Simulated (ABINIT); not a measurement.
The system is AlRu.

```xyz
2
Lattice="2.9916 0.0000 0.0000 0.0000 2.9916 0.0000 0.0000 0.0000 2.9916" Properties=species:S:1:pos:R:3 pbc="T T T"
Ru    1.4958    1.4958    1.4958
Al    0.0000    0.0000    0.0000
```

Base run:

* Program: ABINIT 10.8.3 (patched build)
* Functional: SCAN
* Potentials or basis: JTH PAW PBE v2.0
* Cutoff: 490 eV
* k mesh: 9 × 9 × 9
* Occupations: fermi-dirac, width 0.05 eV
* Spin: no spin polarisation

Its results: band gap on the k mesh none (metal or under the smearing width); pressure -4.9 GPa.

Question: The run is repeated on the same cell with these changes: functional from SCAN to PBE. What comes out?

Answer: Band gap on the k mesh none (metal or under the smearing width); pressure 2.6 GPa.

Caveats: the PAW data sets were made with another functional, which shifts forces and pressure a little (some runs).
